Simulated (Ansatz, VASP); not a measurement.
# One calculation of Cu, two programs

The input INCAR:

```
SYSTEM = Cu
PREC = Accurate
ENCUT = 520
EDIFF = 1E-7
ISMEAR = -1
SIGMA = 0.1
LREAL = .False.
LASPH = .True.
NELM = 100
ALGO = Normal
ISIF = 2
LWAVE = .False.
LCHARG = .False.
GGA = PS
NBANDS = 12
```

File KPOINTS:

```
Automatic mesh
0
Gamma
  18 18 18
  0 0 0
```

The input POSCAR:

```
Cu
1.0
    0.0000000000      1.7075714631      1.7075714631
    1.7075714631      0.0000000000      1.7075714631
    1.7075714631      1.7075714631      0.0000000000
Cu
1
Direct
    0.0000000000      0.0000000000      0.0000000000
```

Input for Ansatz:

```yaml
crystal:
  lattice:
    - [0.0, 1.7075714631, 1.7075714631]
    - [1.7075714631, 0.0, 1.7075714631]
    - [1.7075714631, 1.7075714631, 0.0]
  atoms:
    - { symbol: Cu, position: [0.0, 0.0, 0.0] }
kpoints:
  mp_grid: { grid: [18, 18, 18] }
scf:
  occupations: { method: fermi_dirac, width: 0.1 }
hamiltonian:
  xc: pbesol
  pseudopotentials: { kind: all_electron, lapw: { basis_error: 0.001 } }
output:
  forces: true
  stress: true
  eigenvalues: true
  populations: true
```

Change from the starting cell: volume scaled by 0.88, LAPW.

Alike in both runs: task single point; functional PBEsol; k mesh 18 × 18 × 18; occupations fermi-dirac, width 0.1 eV; no spin polarisation.

```csv
,VASP,Ansatz
version,VASP 6.6.1,Ansatz 0.2.0
potentials or method,"VASP PAW PBE potentials, release 64 (Cu)","all-electron LAPW, scalar-relativistic"
plane-wave cutoff (eV),520,see its input
```

Ansatz gave:

| Property | Result |
| --- | --- |
| pressure (GPa) | 29.5 |

Estimate VASP's values.

pressure (GPa): 30.2.

Ansatz ran all-electron here, so the differences hold the error of VASP's frozen core and of both bases.

Caveats: so large a pressure means that the cell lies far from this level's equilibrium, or that cutoff or potentials fall short (VASP); the potentials were made for another functional, which shifts forces and pressure (VASP).
